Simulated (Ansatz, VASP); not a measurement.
# ZnO: VASP beside Ansatz

```
Zn O
1.0
     3.24616    0.00000    0.00000
    -1.62308    2.81126    0.00000
     0.00000    0.00000    5.18789
Zn O
2 2
Direct
  0.33333 0.66667 0.49872
  0.66667 0.33333 0.99872
  0.66667 0.33333 0.38029
  0.33333 0.66667 0.88029
```

Change from the starting cell: in-plane strain +0.005, out-of-plane length and atoms relaxed by PAW.

Alike in both runs: functional PBEsol; k mesh 8 × 8 × 4; no spin polarisation.

Ansatz relaxed the structure, and its values are those at the end. VASP's run is a single point on that final structure, the one shown.

|  | VASP | Ansatz |
| --- | --- | --- |
| version | VASP 6.6.1 | Ansatz 0.2.0 |
| potentials or method | VASP PAW PBE potentials, release 64 (Zn, O) | PAW with Ansatz's default frozen-core files, scalar-relativistic |
| plane-wave cutoff (eV) | 520 | 420 |
| occupations | gaussian, width 0.01 eV | fixed |
| valence electrons in the cell | 36 | 36 |

VASP gave:

| Property | Result |
| --- | --- |
| pressure (GPa) | 0.0 |

Question: What did Ansatz give for the same quantities?

Answer: Pressure (GPa): -0.7.

Caveats: the PAW data sets were made with another functional, which shifts forces and pressure a little (VASP).
